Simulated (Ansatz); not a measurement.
Input and command of a plane-wave DFT calculation in Ansatz:

```yaml
crystal:
  lattice:
    - [0.0, 2.73125, 2.73125]
    - [2.73125, 0.0, 2.73125]
    - [2.73125, 2.73125, 0.0]
  atoms:
    - { symbol: Ca, position: [0.0, 0.0, 0.0] }
    - { symbol: F, position: [0.25, 0.25, 0.25] }
    - { symbol: F, position: [0.75, 0.75, 0.75] }
basis:
  ecutwfc: 500
kpoints:
  mp_grid: { grid: [8, 8, 8] }
hamiltonian:
  xc: r2scan
scf:
  occupations: { method: gaussian, width: 0.02 }
output:
  forces: true
  stress: true
  eigenvalues: true
  write_density: true
  write_potential: true
  elf: true
  volumetric_format: npy
relax:
  adjacent_minimum: "off"
  f_tol: 0.005
  max_steps: 80
  cell: { stress_tol: 0.05 }
```

```bash
ansatz run input.yaml --threads 1 --pin off --max-ram 2560MiB --backend cpu --events-out ev --progress --plain --runs-dir out
```

Processor: Intel(R) Xeon(R) Processor @ 2.50GHz (Skylake/Cascade Lake), 1 thread, on a host shared with other jobs.

Q: Estimate time, memory and problem size.

A: About 22 s on 1 thread of Intel(R) Xeon(R) Processor @ 2.50GHz (Skylake/Cascade Lake), on a shared host, peak memory 0.45 GiB. It solves 16 bands at 29 k points (the mesh reduced by symmetry) with about 965 plane waves (on the last cell), in 20 SCF iterations over 4 ionic steps.
